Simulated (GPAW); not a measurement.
Runs of GPAW 26.7.0 on MgS (Niningerite). Symmetry: Fm-3m, No. 225, cubic system. The conventional cell has a = 5.203 Å, b = 5.203 Å, c = 5.203 Å, α = 90.00°, β = 90.00°, γ = 90.00°. S (site symmetry m-3m) has 6 Mg at 2.60 Å as nearest neighbours. Mg (site symmetry m-3m) has 6 S at 2.60 Å as nearest neighbours. 

```tsv
task	level	potentials or basis	k mesh	cutoff (eV)	eigensolver	maxiter	band path	band points	ranks	mesh quality	gap on the mesh (eV)	pressure (GPa)
band structure	revTPSS	GPAW PAW data sets (gpaw-data 1.2.1), pw	7 × 7 × 7	800	davidson	150	GXWKGLUWLK,UX	60	-	not flagged	3.31	(c)
band structure	BEEF-vdW	GPAW PAW data sets (gpaw-data 1.2.1), pw	7 × 7 × 7	800	-	150	GXWKGLUWLK,UX	80	-	not flagged	(a)	-
single point	HSE06	GPAW PAW data sets (gpaw-data 1.2.1), pw	4 × 4 × 4	600	-	60	-	-	4	coarse	3.85	-
single point	PBE0	GPAW PAW data sets (gpaw-data 1.2.1), pw	4 × 4 × 4	600	-	60	-	-	4	coarse	4.54	-
single point	TB-mBJ	GPAW PAW data sets for LDA (gpaw-data 1.2.1), pw	7 × 7 × 7	800	-	150	-	-	-	not flagged	(b)	-
single point	HSE06	GPAW PAW data sets (gpaw-data 1.2.1), pw	6 × 6 × 6	600	-	60	-	-	8	not flagged	3.85	-
band structure	LDA	JTH PAW 2.0, LDA, pw	7 × 7 × 7	800	-	150	GXWKGLUWLK,UX	60	-	not flagged	2.79	-3.2
single point	PBE0	GPAW PAW data sets (gpaw-data 1.2.1), pw	3 × 3 × 3	600	-	60	-	-	-	coarse	5.61	-
```

Alike in all rows: no spin polarisation; cell as given; smearing fermi-dirac 0.05 eV.

**Question.** Estimate the missing entries.

**Answer.** (a) 3.32; (b) 4.09; (c) 0.6.

Caveats: some runs use coarse meshes; the PAW data sets were made with another functional, which shifts forces and pressure a little (some runs); the mesh misses the band edges, which the band path finds closer together (some runs); exact exchange converges slowly with the k mesh, and this mesh is small (some runs); an odd mesh through Γ misses points on the zone boundary, where band edges often lie (some runs); a model potential gives levels but no total energy (some runs); the program truncates these outside data sets (some runs).

Runs at the PBE level aren't shown here.
